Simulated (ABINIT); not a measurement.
# AlN (F-43m): G0W0 in ABINIT against the plane-wave cutoff

How does the gap of AlN (F-43m) converge in the plane-wave cutoff?

Calculated with ABINIT 10.8.3; PBE and many-body steps on it, plane waves.

Report form: the programs' logs are mostly left out.

## 1. Set-up

The structure is cubic, space group F-43m (No. 216). Conventional cell: a = 4.368 Å, b = 4.368 Å, c = 4.368 Å, α = 90.00°, β = 90.00°, γ = 90.00°. Nearest to Al lie 4 N at 1.89 Å. Nearest to N lie 4 Al at 1.89 Å. Farther neighbours and most contacts between anions are not listed.

The cell and positions are those that the Materials Project relaxed with its own functionals (PBE, PBE+U or r2SCAN), kept fixed. This is not the form that AlN usually takes at ambient conditions.

## 2. Empty states on the mesh, 6×6×6 mesh, 390 bands

This step: ABINIT 10.8.3; DFT, PBE, plane waves, norm-conserving pseudopotentials.

The sums over transitions need many empty states on a uniform mesh; this step solves for them.

run.abi

```
acell 3*1.0 Angstrom
rprim 
  -0.000000000000 2.183993559600 2.183993559600
  2.183993559600 -0.000000000000 2.183993559600
  2.183993559600 2.183993559600 -0.000000000000
ntypat 2
znucl 13 7
natom 2
typat 1 2
xred 
  0.000000000000 0.000000000000 0.000000000000
  0.750000000000 0.750000000000 0.750000000000
pp_dirpath "pseudos"
pseudos "Al.upf, N.upf"
ecut 36
ngkpt 6 6 6
nshiftk 1
shiftk 0 0 0
kptopt 1
chksymbreak 0
irdden 1
istwfk *1
nband 390
prtvol 0
optdriver 6
gwr_task "HDIAGO"
paral_kgb 0
occopt 1
indata_prefix "in"
outdata_prefix "out"
tmpdata_prefix "tmp"
```

The run is started by

```
$ OMP_NUM_THREADS=1 mpirun -n 8 abinit run.abi > log
```

Wall time 3.8 s (8 MPI ranks of AMD EPYC 9R45, shared host); peak memory 1.5 GiB.

This step gave:

```
gap                                                           : 3.325 eV
k of the valence top                                          : 0, 0, 0
k of the conduction bottom                                    : 0.5, 0.5, 0
least direct gap                                              : 4.192 eV
k points computed                                             : 16
lowest point of the top converged band, above the valence top : 381.4166 eV
```

On this mesh the gap is 3.325 eV.

The density comes from a self-consistent run that is not shown.

## 3. Empty states on the mesh, 6×6×6 mesh, 107 bands

Changes to run.abi since step 2:

```diff
@@ -14,3 +14,3 @@
 pseudos "Al.upf, N.upf"
-ecut 36
+ecut 22
 ngkpt 6 6 6
@@ -22,3 +22,3 @@
 istwfk *1
-nband 390
+nband 107
 prtvol 0
```

Wall time 1.8 s (8 MPI ranks); peak memory 0.09 GiB; 13 s of CPU time.

Numbers from this step:

```yaml
gap: 3.315 eV
k_of_the_valence_top: 0, 0, 0
k_of_the_conduction_bottom: 0.5, 0.5, 0
least_direct_gap: 4.148 eV
k_points_computed: 16
lowest_point_of_the_top_converged_band_above_the_valence_top: 142.2130 eV
```

On this mesh the gap is 3.315 eV.

## 4. Empty states on the mesh, 6×6×6 mesh, 107 bands

Changes to run.abi since step 3:

```diff
@@ -14,3 +14,3 @@
 pseudos "Al.upf, N.upf"
-ecut 22
+ecut 29
 ngkpt 6 6 6
```

Elapsed: 2.3 s, on 8 MPI ranks; peak memory 0.14 GiB.

This step gave:

```yaml
gap: 3.327 eV
k_of_the_valence_top: 0, 0, 0
k_of_the_conduction_bottom: 0.5, 0.5, 0
least_direct_gap: 4.188 eV
k_points_computed: 16
lowest_point_of_the_top_converged_band_above_the_valence_top: 142.1178 eV
```

On this mesh the gap is 3.327 eV.

## 5. Empty states on the mesh, 6×6×6 mesh, 107 bands

Changes to run.abi since step 4:

```diff
@@ -14,3 +14,3 @@
 pseudos "Al.upf, N.upf"
-ecut 29
+ecut 45
 ngkpt 6 6 6
```

The job ended after 6.7 s (8 MPI ranks; peak memory 2.3 GiB).

This step gave:

* gap: 3.324 eV
* k of the valence top: 0, 0, 0
* k of the conduction bottom: 0.5, 0.5, 0
* least direct gap: 4.192 eV
* k points computed: 16
* lowest point of the top converged band, above the valence top: 142.0528 eV

On this mesh the gap is 3.324 eV.

## 6. Screening, 6×6×6 mesh, 99 bands, screening to 261.2 eV

The RPA dielectric matrix is built and inverted for each q.

This step: RPA screening on PBE, plane waves, norm-conserving pseudopotentials.

Changes to run.abi since step 5:

```diff
@@ -14,3 +14,3 @@
 pseudos "Al.upf, N.upf"
-ecut 45
+ecut 22
 ngkpt 6 6 6
@@ -20,10 +20,11 @@
 chksymbreak 0
-irdden 1
 istwfk *1
-nband 107
-prtvol 0
-optdriver 6
-gwr_task "HDIAGO"
-paral_kgb 0
 occopt 1
+irdwfk 1
+optdriver 3
+nband 99
+ecuteps 9.6
+inclvkb 2
+awtr 1
+symchi 1
 indata_prefix "in"
```

It took 11 s on 8 MPI ranks; peak memory 1.1 GiB; 84 s of CPU time.

This step gave:

| Item | Value |
| --- | --- |
| ε∞ with local fields, on this mesh, along the program's q direction | 4.387 |
| the same without local fields | 4.837 |
| plasma frequency | 23.01 eV |
| plane waves in the screening matrix | 181 |

Local fields lower ε∞ by 9 %.

## 7. 22 Ha

This step: G0W0 on PBE, plane waves, norm-conserving pseudopotentials.

Changes to run.abi since step 6:

```diff
@@ -23,8 +23,17 @@
 irdwfk 1
-optdriver 3
+optdriver 4
 nband 99
+gwcalctyp 0
+ecutsigx 22
+symsigma 1
+nkptgw 2
+kptgw 
+  0.0000000000 0.0000000000 0.0000000000
+  0.5000000000 0.5000000000 0.0000000000
+bdgw 
+  2 8
+  3 6
 ecuteps 9.6
-inclvkb 2
-awtr 1
-symchi 1
+irdscr 1
+ppmodel 1
 indata_prefix "in"
```

Wall time 4.4 s (8 MPI ranks); peak memory 1.2 GiB; 34 s of CPU time.

This step gave:

```
G0W0 gap on the points computed              : 4.492 eV
starting gap on the mesh                     : 3.315 eV
k of the valence top                         : 0, 0, 0
k of the conduction bottom                   : 0.5, 0.5, 0
Z at the valence top                         : 0.786
Z at the conduction bottom                   : 0.835
least direct G0W0 gap on the computed points : 5.520 eV
```

## 8. Screening, 6×6×6 mesh, 99 bands, screening to 261.2 eV

This step: RPA screening on PBE, plane waves, norm-conserving pseudopotentials.

Changes to run.abi since step 7:

```diff
@@ -14,3 +14,3 @@
 pseudos "Al.upf, N.upf"
-ecut 22
+ecut 29
 ngkpt 6 6 6
@@ -23,17 +23,8 @@
 irdwfk 1
-optdriver 4
+optdriver 3
 nband 99
-gwcalctyp 0
-ecutsigx 22
-symsigma 1
-nkptgw 2
-kptgw 
-  0.0000000000 0.0000000000 0.0000000000
-  0.5000000000 0.5000000000 0.0000000000
-bdgw 
-  2 8
-  3 6
 ecuteps 9.6
-irdscr 1
-ppmodel 1
+inclvkb 2
+awtr 1
+symchi 1
 indata_prefix "in"
```

Wall time 11 s (8 MPI ranks); peak memory 1.1 GiB.

Numbers from this step:

* ε∞ with local fields, on this mesh, along the program's q direction: 4.352
* the same without local fields: 4.796
* plasma frequency: 23.01 eV
* plane waves in the screening matrix: 181

## 9. 29 Ha

The self-energy is evaluated for the states that the input lists, and the levels follow from it, in one-shot runs by the linearised quasiparticle equation.

This step: G0W0 on PBE, plane waves, norm-conserving pseudopotentials.

Changes to run.abi since step 8:

```diff
@@ -23,8 +23,17 @@
 irdwfk 1
-optdriver 3
+optdriver 4
 nband 99
+gwcalctyp 0
+ecutsigx 29
+symsigma 1
+nkptgw 2
+kptgw 
+  0.0000000000 0.0000000000 0.0000000000
+  0.5000000000 0.5000000000 0.0000000000
+bdgw 
+  2 8
+  3 6
 ecuteps 9.6
-inclvkb 2
-awtr 1
-symchi 1
+irdscr 1
+ppmodel 1
 indata_prefix "in"
```

Run time: 4.5 s. Hardware: 8 MPI ranks; peak memory 1.3 GiB; 34 s of CPU time.

This step gave:

| Item | Value |
| --- | --- |
| G0W0 gap on the points computed | 4.518 eV |
| starting gap on the mesh | 3.327 eV |
| k of the valence top | 0, 0, 0 |
| k of the conduction bottom | 0.5, 0.5, 0 |
| Z at the valence top | 0.785 |
| Z at the conduction bottom | 0.836 |
| least direct G0W0 gap on the computed points | 5.577 eV |

The gap on the mesh goes from 3.33 eV to 4.52 eV, a correction of +1.19 eV.

## 10. Screening, 6×6×6 mesh, 99 bands, screening to 261.2 eV

This step: RPA screening on PBE, plane waves, norm-conserving pseudopotentials.

Changes to run.abi since step 9:

```diff
@@ -14,3 +14,3 @@
 pseudos "Al.upf, N.upf"
-ecut 29
+ecut 36
 ngkpt 6 6 6
@@ -23,17 +23,8 @@
 irdwfk 1
-optdriver 4
+optdriver 3
 nband 99
-gwcalctyp 0
-ecutsigx 29
-symsigma 1
-nkptgw 2
-kptgw 
-  0.0000000000 0.0000000000 0.0000000000
-  0.5000000000 0.5000000000 0.0000000000
-bdgw 
-  2 8
-  3 6
 ecuteps 9.6
-irdscr 1
-ppmodel 1
+inclvkb 2
+awtr 1
+symchi 1
 indata_prefix "in"
```

It took 11 s on 8 MPI ranks; peak memory 1.2 GiB; 86 s of CPU time.

This step gave:

- ε∞ with local fields, on this mesh, along the program's q direction: 4.348
- the same without local fields: 4.791
- plasma frequency: 23.01 eV
- plane waves in the screening matrix: 181

## 11. 36 Ha

This step: G0W0 on PBE, plane waves, norm-conserving pseudopotentials.

Changes to run.abi since step 10:

```diff
@@ -23,8 +23,17 @@
 irdwfk 1
-optdriver 3
+optdriver 4
 nband 99
+gwcalctyp 0
+ecutsigx 36
+symsigma 1
+nkptgw 2
+kptgw 
+  0.0000000000 0.0000000000 0.0000000000
+  0.5000000000 0.5000000000 0.0000000000
+bdgw 
+  2 8
+  3 6
 ecuteps 9.6
-inclvkb 2
-awtr 1
-symchi 1
+irdscr 1
+ppmodel 1
 indata_prefix "in"
```

Run time: 4.6 s. Hardware: 8 MPI ranks; peak memory 1.3 GiB.

This step gave:

```
G0W0 gap on the points computed              : 4.52 eV
starting gap on the mesh                     : 3.325 eV
k of the valence top                         : 0, 0, 0
k of the conduction bottom                   : 0.5, 0.5, 0
least direct G0W0 gap on the computed points : 5.586 eV
```

Against the run before, the gap moves by +0.002 eV.

## 12. Screening, 6×6×6 mesh, 99 bands, screening to 261.2 eV

This step: RPA screening on PBE, plane waves, norm-conserving pseudopotentials.

Changes to run.abi since step 11:

```diff
@@ -14,3 +14,3 @@
 pseudos "Al.upf, N.upf"
-ecut 36
+ecut 45
 ngkpt 6 6 6
@@ -23,17 +23,8 @@
 irdwfk 1
-optdriver 4
+optdriver 3
 nband 99
-gwcalctyp 0
-ecutsigx 36
-symsigma 1
-nkptgw 2
-kptgw 
-  0.0000000000 0.0000000000 0.0000000000
-  0.5000000000 0.5000000000 0.0000000000
-bdgw 
-  2 8
-  3 6
 ecuteps 9.6
-irdscr 1
-ppmodel 1
+inclvkb 2
+awtr 1
+symchi 1
 indata_prefix "in"
```

Run time: 8.7 s. Hardware: 8 MPI ranks; peak memory 1.3 GiB; 68 s of CPU time.

This step gave:

```
ε∞ with local fields, on this mesh, along the program's q direction : 4.348
the same without local fields                                       : 4.791
plasma frequency                                                    : 23.01 eV
plane waves in the screening matrix                                 : 181
```

## 13. 45 Ha

This step: G0W0 on PBE, plane waves, norm-conserving pseudopotentials.

Changes to run.abi since step 12:

```diff
@@ -23,8 +23,17 @@
 irdwfk 1
-optdriver 3
+optdriver 4
 nband 99
+gwcalctyp 0
+ecutsigx 45
+symsigma 1
+nkptgw 2
+kptgw 
+  0.0000000000 0.0000000000 0.0000000000
+  0.5000000000 0.5000000000 0.0000000000
+bdgw 
+  2 8
+  3 6
 ecuteps 9.6
-inclvkb 2
-awtr 1
-symchi 1
+irdscr 1
+ppmodel 1
 indata_prefix "in"
```

Elapsed: 4.5 s, on 8 MPI ranks; peak memory 1.4 GiB.

Numbers from this step:

```yaml
g0w0_gap_on_the_points_computed: 4.521 eV
starting_gap_on_the_mesh: 3.324 eV
k_of_the_valence_top: 0, 0, 0
k_of_the_conduction_bottom: 0.5, 0.5, 0
least_direct_g0w0_gap_on_the_computed_points: 5.587 eV
```

Against the run before, the gap moves by +0.001 eV.

## 14. The runs together

Times are wall times on 8 MPI ranks of AMD EPYC 9R45, shared host, good to a factor of about two. A run's time includes the screening step that it read.

| run | mesh | bands | screening cutoff (eV) | DFT gap (eV) | gap on the mesh (eV) | direct (eV) | ε∞ used | time |
| --- | --- | --- | --- | --- | --- | --- | --- | --- |
| 22 Ha | 6×6×6 | 99 | 261.2 | 3.315 | 4.492 | 5.520 | 4.39 | 15 s |
| 29 Ha | 6×6×6 | 99 | 261.2 | 3.327 | 4.518 | 5.577 | 4.35 | 15 s |
| 36 Ha | 6×6×6 | 99 | 261.2 | 3.325 | 4.520 | 5.586 | 4.35 | 15 s |
| 45 Ha | 6×6×6 | 99 | 261.2 | 3.324 | 4.521 | 5.587 | 4.35 | 13 s |

## 15. What came out

| Quantity | Value |
| --- | --- |
| 22 Ha | 4.492 eV |
| 29 Ha | 4.518 eV |
| 36 Ha | 4.520 eV |
| 45 Ha | 4.521 eV |
| known limits | not at the basis limit |

**Reading.** The setting moved: plane-wave cutoff. From 22 Ha to 45 Ha the gap moves by +0.03 eV. It holds to 0.03 eV from 22 Ha on. Bands and screening cutoff are coupled, so a series along one setting does not show full convergence. Bands and cutoff are finite, so the gap is not at the basis limit. The miss can reach some tenths of an eV and take either sign; the mesh is an error of its own. In the G0W0 runs levels were corrected at 2 k points alone, so a gap called «on the mesh» is the least over those, and an edge elsewhere would be missed.

[Paths, hosts, dates, memory and timing lines, banners, echoed tables and standing remarks are left out of the program output.]

[Logs are printed without paths, hosts, clocks, repeated set-up lines and the standing remarks that a program may print on its own settings, such as how far it seeks lower states.]

[Runs of the session that timed out or met a known fault of the program may be left out.]

[Hosts, paths, dates, database ids (printed as entryN), source tags and the programs' standing remarks are cut or masked in the printed files.]

[G0W0 gaps are taken among the corrected bands and points alone; a level outside them can change the order at an edge.]

[Where Ansatz stands beside ABINIT at settings called matched, ABINIT's density can come from a denser mesh and the files from another edition; pairs whose starting gaps differed by over 0.03 eV were left out, so agreement reads better than it is.]
